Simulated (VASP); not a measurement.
**Si in VASP 6.6.1, single-point calculation**

INCAR

```
NSW = 0
EDIFF = 1E-7
ALGO = Normal
PREC = Accurate
LREAL = .FALSE.
NBANDS = 11
SIGMA = 0.01
NELM = 120
METAGGA = R2SCAN
ISIF = 2
IBRION = -1
ENCUT = 520
LASPH = .FALSE.
LWAVE = .FALSE.
ISMEAR = 0
LCHARG = .FALSE.
```

KPOINTS

```
KPOINTS created by Atomic Simulation Environment
0
Gamma
8 8 8
0 0 0
```

POSCAR

```
Si
 1.0000000000000000
     0.0000000000000000    2.7357294901999998    2.7357294901999998
     2.7357294901999998    0.0000000000000000    2.7357294901999998
     2.7357294901999998    2.7357294901999998    0.0000000000000000
 Si
   2
Cartesian
  0.0000000000000000  0.0000000000000000  0.0000000000000000
  1.3678647451000001  1.3678647451000001  1.3678647451000001
```

The recommended PBE PAW datasets give the neutral cell 8 valence electrons.

Command

```
mpirun -np 1 vasp_std
```

OSZICAR

```
N       E                     dE             d eps       ncg     rms          rms(c)
DAV:   1    -0.156841983220E+01   -0.15684E+01   -0.32282E+03   638   0.575E+02
DAV:   2    -0.181714752668E+02   -0.16603E+02   -0.15783E+02   829   0.851E+01
DAV:   3    -0.187082084710E+02   -0.53673E+00   -0.53547E+00   803   0.128E+01
DAV:   4    -0.187119188360E+02   -0.37104E-02   -0.37100E-02   744   0.137E+00
DAV:   5    -0.187119513863E+02   -0.32550E-04   -0.32550E-04   817   0.122E-01    0.588E+00
DAV:   6    -0.175449391904E+02    0.11670E+01   -0.12860E-01   704   0.210E+00    0.403E+00
DAV:   7    -0.175442765285E+02    0.66266E-03   -0.14041E-01   686   0.182E+00    0.298E-01
DAV:   8    -0.175434356297E+02    0.84090E-03   -0.56068E-03   704   0.413E-01    0.397E-01
DAV:   9    -0.175435517372E+02   -0.11611E-03   -0.33405E-04   746   0.143E-01    0.490E-02
DAV:  10    -0.175435677965E+02   -0.16059E-04   -0.79554E-06   713   0.213E-02    0.149E-02
DAV:  11    -0.175435707424E+02   -0.29459E-05   -0.14561E-06   772   0.796E-03    0.325E-03
DAV:  12    -0.175435708141E+02   -0.71628E-07   -0.75716E-08   497   0.171E-03
   1 F= -.17543571E+02 E0= -.17543571E+02  d E =-.201705E-12
```

Standard output (part)

```
POSCAR found type information on POSCAR Si
 POSCAR found :  1 types and       2 ions
 LDA part: xc-table for (None), standard interpolation
 POSCAR, INCAR and KPOINTS ok, starting setup
 WAVECAR not read
 entering main loop
```

From OUTCAR

```
k-points           NKPTS =     29   k-points in BZ     NKDIM =     29   number of bands    NBANDS=     11

   NELECT =       8.0000    total number of electrons

   dimension x,y,z NGX =    30 NGY =   30 NGZ =   30
   dimension x,y,z NGXF=    60 NGYF=   60 NGZF=   60

  energy-cutoff  :      520.00
  volume of cell :       40.95
      direct lattice vectors                 reciprocal lattice vectors
     0.000000000  2.735729490  2.735729490    -0.182766608  0.182766608  0.182766608
     2.735729490  0.000000000  2.735729490     0.182766608 -0.182766608  0.182766608
     2.735729490  2.735729490  0.000000000     0.182766608  0.182766608 -0.182766608

 k-points in reciprocal lattice and weights: KPOINTS created by Atomic Simulation Env
   0.00000000  0.00000000  0.00000000       0.002
   0.12500000  0.00000000  0.00000000       0.016
   0.25000000  0.00000000  0.00000000       0.016
   0.37500000  0.00000000  0.00000000       0.016
   0.50000000  0.00000000  0.00000000       0.008
   0.12500000  0.12500000  0.00000000       0.012
   0.25000000  0.12500000  0.00000000       0.047
   0.37500000  0.12500000  0.00000000       0.047
   ...

 E-fermi :   5.5561

 k-point     1 :       0.0000    0.0000    0.0000
  band No.  band energies     occupation
      1      -6.8554      2.00000
      2       5.5126      2.00000
      3       5.5126      2.00000
      4       5.5126      2.00000
      5       8.2602      0.00000
      6       8.2602      0.00000
      7       8.2602      0.00000
      8       9.2262      0.00000
      9      13.6281      0.00000
     10      13.6281      0.00000
     11      14.1109      0.00000

 k-point     2 :       0.1250    0.0000    0.0000
  band No.  band energies     occupation
      1      -6.6446      2.00000
      2       3.8851      2.00000
      3       5.2141      2.00000
      4       5.2141      2.00000
      5       8.2517      0.00000
      6       8.7004      0.00000
      7       8.7004      0.00000
      8      10.5754      0.00000
      9      13.1583      0.00000
     10      13.1583      0.00000
     11      14.8913      0.00000

 k-point     3 :       0.2500    0.0000    0.0000
  band No.  band energies     occupation
      1      -6.0301      2.00000
      2       1.4847      2.00000
      3       4.7227      2.00000
      4       4.7227      2.00000
      5       7.8001      0.00000
      6       9.2521      0.00000
      7       9.2521      0.00000
      8      12.8720      0.00000
      9      13.1307      0.00000
     10      13.1307      0.00000
     11      15.1327      0.00000

 k-point     4 :       0.3750    0.0000    0.0000
  band No.  band energies     occupation
      1      -5.1109      2.00000
      2      -0.5993      2.00000
      3       4.3785      2.00000
      4       4.3785      2.00000
      5       7.4397      0.00000
      6       9.2172      0.00000
      7       9.2172      0.00000
      8      13.9533      0.00000
      9      14.5713      0.00000
     10      14.5713      0.00000
     11      15.7776      0.00000

 k-point     5 :       0.5000    0.0000    0.0000
  band No.  band energies     occupation
      1      -4.4606      2.00000
      2      -1.6475      2.00000
      3       4.2603      2.00000
      4       4.2603      2.00000
      5       7.3115      0.00000
      6       9.1096      0.00000
      7       9.1096      0.00000
      8      13.8116      0.00000
      9      16.6149      0.00000
     10      16.6149      0.00000
     11      17.4604      0.00000

 ...

  Total       -0.4167059     -0.4167059     -0.4167059      0.0000000     -0.0000000     -0.0000000
  in kB      -16.3038710    -16.3038710    -16.3038710      0.0000000     -0.0000000     -0.0000000
  external PRESSURE =     -16.3038710 kB  Pullay stress =       0.0000000 kB

 POSITION                                       TOTAL-FORCE (eV/Angst)
 -----------------------------------------------------------------------------------
      0.00000      0.00000      0.00000         0.000000      0.000000      0.000000
      1.36786      1.36786      1.36786        -0.000000     -0.000000     -0.000000
 -----------------------------------------------------------------------------------
    total drift:                               -0.000000     -0.000000     -0.000000

  FREE ENERGIE OF THE ION-ELECTRON SYSTEM (eV)
  ---------------------------------------------------
  free  energy   TOTEN  =       -17.5435708141 eV

  energy  without entropy=      -17.5435708141  energy(sigma->0) =      -17.54357081
```

It converged. Results: gap between bands v and c on the k mesh 0.85 eV; least direct gap on the k mesh 2.75 eV; pressure -1.6 GPa. Band v is the last that the valence electrons fill when counted band by band, and c is the next.

For comparison, a separate r²SCAN run of the intended cell, on usual settings and not on those above, gives a gap of 0.85 eV on its mesh and a pressure of -1.6 GPa.

The run above took about 41 s on one core of a shared host (Intel Xeon Platinum 8488C) and held 0.16 GiB at most.
